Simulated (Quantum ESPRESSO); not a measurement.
Crystal: SnO2 (Cassiterite).

```
Sn O
1.0
     4.73800    0.00000    0.00000
     0.00000    4.73800    0.00000
     0.00000    0.00000    3.18650
Sn O
2 4
Direct
  0.50000 0.50000 0.50000
  0.00000 0.00000 0.00000
  0.80710 0.19290 0.50000
  0.69290 0.69290 0.00000
  0.19290 0.80710 0.50000
  0.30710 0.30710 0.00000
```

Program: Quantum ESPRESSO 7.5. Alike in all runs: no spin polarisation; cell as given; smearing fermi-dirac 0.05 eV.

Task: Order these runs on this cell by their pressure, lowest first.
A. level PBE; potentials or basis SSSP 1.3 efficiency PBE; k mesh 6 × 6 × 8; cutoff (eV) 816; SCF threshold 1.2e-09 Ry
B. level PBEsol; potentials or basis GBRV 1.5 PBEsol; k mesh 6 × 6 × 8; cutoff (eV) 925; SCF threshold 1.2e-09 Ry
C. level r2SCAN; potentials or basis SG15 PBE 1.2; k mesh 5 × 5 × 7; cutoff (eV) 1197; symmetry off; SCF threshold 1e-08 Ry
D. level LDA; potentials or basis GBRV 1.5 LDA; k mesh 6 × 6 × 8; cutoff (eV) 925; SCF threshold 1.2e-09 Ry; form of the LDA correlation PZ81

Result: D (-0.1 GPa), C (3.3 GPa), B (5.0 GPa), A (11.6 GPa).

Caveats: the potentials were made for another functional, which shifts forces and pressure (some runs).

Not every run made on this cell is shown here.
